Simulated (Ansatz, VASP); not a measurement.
# Cross-check of BP between VASP and Ansatz, part 2 of 2

One calculation is typed for both programs; each brings its own data sets. How far apart do they land? The structure shown is the start of the Ansatz relaxation below; VASP solves that cell, so the two are compared at the walk's first step.

VASP 6.6.1 and Ansatz 0.2.0.

So far. Step 3 (VASP: single point, LDA, start cell, pair 1): The run ends at a pressure of 7.18 GPa, with forces up to 0.11 eV/Å.

## Step 7: VASP: single point, LDA, start cell, pair 2

Level of this step: LDA; plane waves and PAW (B, P) (VASP).

The same cell, functional (in two slightly different forms), mesh and smearing now go to VASP, with its own data sets.

The input, INCAR:

```
SYSTEM = BP
PREC = Accurate
ENCUT = 420
EDIFF = 1E-06
NELM = 120
ISMEAR = 0
SIGMA = 0.02
LREAL = .FALSE.
ALGO = Normal
GGA = CA
NBANDS = 10
LORBIT = 11
LWAVE = .FALSE.
LCHARG = .FALSE.
ISIF = 2
LASPH = .TRUE.
GGA_COMPAT = .FALSE.
EFERMI = MIDGAP
```

The input, POSCAR:

```
BP
1.0
   -0.0149690000      2.2527760000      2.2527760000
    2.2527760000     -0.0149690000      2.2527760000
    2.2527760000      2.2527760000     -0.0149690000
B P
1 1
Direct
    0.0000000000      0.0000000000      0.0000000000
    0.7499999443      0.7499999443      0.7499999443
```

The input, KPOINTS:

```
Automatic mesh
0
Gamma
12 12 12
0 0 0
```

Potentials, in the order of the species: B and P (LDA family, release 64).

Command:

```
$ mpirun -np 1 vasp_std
```

Numbers of over 12 decimals in the logs are rounded to 6 here.

Log:

```text
[... set-up lines as in an earlier step ...]
 entering main loop
       N       E                     dE             d eps       ncg     rms          rms(c)
DAV:   1     0.463425285372E+01    0.46343E+01   -0.35121E+03  3828   0.601E+02
DAV:   2    -0.147751808505E+02   -0.19409E+02   -0.18413E+02  5246   0.101E+02
DAV:   3    -0.152427772119E+02   -0.46760E+00   -0.46672E+00  4722   0.144E+01
DAV:   4    -0.152445699475E+02   -0.17927E-02   -0.17925E-02  4614   0.101E+00
[...]
DAV:  10    -0.143922213590E+02    0.35985E-05   -0.14205E-04  4240   0.708E-02    0.337E-02
DAV:  11    -0.143922233487E+02   -0.19897E-05   -0.55899E-06  4732   0.133E-02    0.362E-02
DAV:  12    -0.143922230191E+02    0.32956E-06   -0.18446E-06  2274   0.621E-03
   1 F= -.14392223E+02 E0= -.14392223E+02  d E =0.000000E+00
```

Parts of OUTCAR (step 7):

```text
  Total       -0.4928483     -0.4928483     -0.4928483      0.1994602      0.1994602      0.1994602
  in kB      -34.1926408    -34.1926408    -34.1926408     13.8380712     13.8380712     13.8380712
  external PRESSURE =     -34.1926408 kB  Pullay stress =       0.0000000 kB

 POSITION                                       TOTAL-FORCE (eV/Angst)
 -----------------------------------------------------------------------------------
      0.00000      0.00000      0.00000         0.050276      0.050276      0.050276
      3.36794      3.36794      3.36794        -0.050276     -0.050276     -0.050276
 -----------------------------------------------------------------------------------
    total drift:                               -0.000031     -0.000031     -0.000031

  FREE ENERGIE OF THE ION-ELECTRON SYSTEM (eV)
  ---------------------------------------------------
  free  energy   TOTEN  =       -14.3922230191 eV

  energy  without entropy=      -14.3922230191  energy(sigma->0) =      -14.39222302

[... 1 part as in an earlier step ...]

[... 2 further parts left out ...]
[key lines of the parts left out:]
E-fermi :   8.1361
```

The run ends at a pressure of -3.42 GPa, with forces up to 0.087 eV/Å.

## Step 8: Differences

Forces (eV/Å; atoms numbered as in POSCAR):

```csv
atom,"Ansatz x, y, z","VASP x, y, z"
B1,"0.051, 0.051, 0.051","0.050, 0.050, 0.050"
P2,"-0.051, -0.051, -0.051","-0.050, -0.050, -0.050"
```

The forces differ by 0.7 meV/Å r.m.s., which is 1.3 % of the r.m.s. force of 0.050 eV/Å (both taken over all components).

## Step 9: Other set-ups

Further runs change the set-up of one program: Ansatz's method, potentials or start, or VASP's data sets, cutoff or form of LDA. The table gives that difference for each run.

```csv
run,r.m.s. force difference (meV/Å)
as above,0.67
VASP with a cutoff of 500 eV (perhaps on Ansatz's relaxed cell),0.56
```

## Step 10: Ansatz: relaxation, LDA

The two programs are compared at the cell with which this relaxation starts, whose forces are those of its first step. The cell compared in this pair holds 23.50 Å³, against 23.09 Å³ for the pair before.

The structure compared here is the start of the Ansatz relaxation; VASP solves that cell, so the two are compared at the walk's first step.

The input, input.yaml:

```yaml
crystal:
  lattice:
    - [-0.033023261, 2.2571737834, 2.2571737834]
    - [2.2571737834, -0.033023261, 2.2571737834]
    - [2.2571737834, 2.2571737834, -0.033023261]
  atoms:
    - { symbol: B, position: [0.0003561767, 0.0003561767, 0.0003561767] }
    - { symbol: P, position: [0.7496438233, 0.7496438233, 0.7496438233] }
  conventional_axes: [[-1, 1, 0], [0, -1, 1], [1, 1, 1]]
kpoints:
  mp_grid: { grid: [12, 12, 12] }
hamiltonian:
  xc: lda
  pseudopotentials: { kind: paw, azcp: { folder: soft_1 }, xc_functional: pbe }
scf:
  occupations: { method: gaussian, width: 0.02 }
output:
  forces: true
  stress: true
  eigenvalues: true
relax:
  adjacent_minimum: "off"
  f_tol: 0.001
  max_steps: 60
  cell: { stress_tol: 0.01, fix: [a, b, gamma] }
```

Command:

```
$ ansatz run input.yaml --threads 4 --pin off --max-ram 10240MiB --backend cpu --events-out ev --progress --plain --runs-dir out
```

Log:

```text
[...]
Crystal: 2 atoms, lattice volume = 23.505 Å³
Basis set: ecut = 420 eV, 459 PW (Γ)
Bands: 8, of which v1, the nominal top of the filled ones, is band 4 counted from 1 (3 counted from 0)
Symmetry: 6 space group operations
[...]
k-points: 189 of 1728 (time reversal used)
[...]
--- Band table (eV; the first three rows and the last of 189) ---
[...]
--- Relaxed structure (4 steps of the walk, 4 accepted, 1 SCFs on fresh bases) ---
[...]
cell:  # Å, volume = 23.4580 Å³
    - [-0.035979, 2.254218, 2.254218]
    - [2.254218, -0.035979, 2.254218]
    - [2.254218, 2.254218, -0.035979]
  atoms:
    - { symbol: B, position: [0.000679911, 0.000679911, 0.000679911] }
    - { symbol: P, position: [0.749320, 0.749320, 0.749320] }
[key lines of the parts left out:]
SCF converged after 4 iterations
Free energy (F): -876.611955 eV
Fermi energy:    9.620840 eV
P = ⅓ Tr σ = -5.7810 GPa (-57.810 kbar)
```

## Step 11: VASP: single point, LDA, start cell, pair 3

The same cell, functional (in two slightly different forms), mesh and smearing now go to VASP, with its own data sets.

INCAR is that of step 7.

The input, POSCAR:

```
BP
1.0
   -0.0330230000      2.2571740000      2.2571740000
    2.2571740000     -0.0330230000      2.2571740000
    2.2571740000      2.2571740000     -0.0330230000
B P
1 1
Direct
    0.0003561447      0.0003561447      0.0003561447
    0.7496436880      0.7496436880      0.7496436880
```

KPOINTS is that of step 7.

Command:

```
$ mpirun -np 1 vasp_std
```

Log:

```text
[... set-up lines as in an earlier step ...]
 entering main loop
       N       E                     dE             d eps       ncg     rms          rms(c)
DAV:   1     0.549943132671E+01    0.54994E+01   -0.35702E+03  3814   0.610E+02
DAV:   2    -0.147065850411E+02   -0.20206E+02   -0.19360E+02  5288   0.103E+02
DAV:   3    -0.151837451120E+02   -0.47716E+00   -0.47620E+00  4672   0.148E+01
DAV:   4    -0.151856760933E+02   -0.19310E-02   -0.19307E-02  4628   0.106E+00
[...]
DAV:  10    -0.143732270623E+02    0.38031E-05   -0.14575E-04  4242   0.717E-02    0.328E-02
DAV:  11    -0.143732290671E+02   -0.20048E-05   -0.52017E-06  4760   0.133E-02    0.345E-02
DAV:  12    -0.143732287508E+02    0.31628E-06   -0.17765E-06  2294   0.609E-03
   1 F= -.14373229E+02 E0= -.14373229E+02  d E =0.000000E+00
```

From OUTCAR (step 11):

```text
  Total       -0.8997528     -0.8997528     -0.8997528      0.4050347      0.4050347      0.4050347
  in kB      -61.3312304    -61.3312304    -61.3312304     27.6090021     27.6090021     27.6090021
  external PRESSURE =     -61.3312304 kB  Pullay stress =       0.0000000 kB

 POSITION                                       TOTAL-FORCE (eV/Angst)
 -----------------------------------------------------------------------------------
      0.00160      0.00160      0.00160         0.043336      0.043336      0.043336
      3.35940      3.35940      3.35940        -0.043336     -0.043336     -0.043336
 -----------------------------------------------------------------------------------
    total drift:                               -0.000046     -0.000046     -0.000046

  FREE ENERGIE OF THE ION-ELECTRON SYSTEM (eV)
  ---------------------------------------------------
  free  energy   TOTEN  =       -14.3732287508 eV

  energy  without entropy=      -14.3732287508  energy(sigma->0) =      -14.37322875

[... 1 part as in an earlier step ...]

[... 2 further parts left out ...]
[key lines of the parts left out:]
E-fermi :   7.9581
```

The run ends at a pressure of -6.13 GPa, with forces up to 0.075 eV/Å.

## Step 12: Side by side

Forces (eV/Å; atoms numbered as in POSCAR):

```csv
atom,"Ansatz x, y, z","VASP x, y, z"
B1,"0.044, 0.044, 0.044","0.043, 0.043, 0.043"
P2,"-0.044, -0.044, -0.044","-0.043, -0.043, -0.043"
```

The forces differ by 1.1 meV/Å r.m.s., which is 2.6 % of the r.m.s. force of 0.043 eV/Å (both taken over all components).

## Step 13: What the set-up changes

Further runs change the set-up of one program: Ansatz's method, potentials or start, or VASP's data sets, cutoff or form of LDA. The table gives that difference for each run.

```csv
run,r.m.s. force difference (meV/Å)
as above,1.1
VASP with a cutoff of 500 eV (perhaps on Ansatz's relaxed cell),1.1
```

## Step 14: Results

- r.m.s. force difference (single point, LDA, start cell, pair 1): 1.4 meV/Å
- r.m.s. force difference (single point, LDA, start cell, pair 2): 0.67 meV/Å
- r.m.s. force difference (single point, LDA, start cell, pair 3): 1.1 meV/Å

What this shows: The r.m.s. force difference is 1.4 meV/Å (single point, LDA, start cell, pair 1), within the 12 meV/Å picked in this series as the mark of a large difference. 7 further runs of this series are not shown here. Such differences can come from data sets, numerical settings and the points named under the comparisons, not from the functional's error against experiment.

[Lines on the potential files, build, host, timing and source positions are cut from VASP's logs without a mark.]

[Logs are printed without paths, hosts, clocks, repeated set-up lines and the standing remarks that a program may print on its own settings, such as how far it seeks lower states.]

[Hosts, paths, dates, database ids (printed as entryN), source tags and the programs' standing remarks are cut or masked in the printed files.]

[Rows of further runs with another cutoff or data set may stand on the cell that Ansatz relaxed, not on the start cell of the pair above them.]
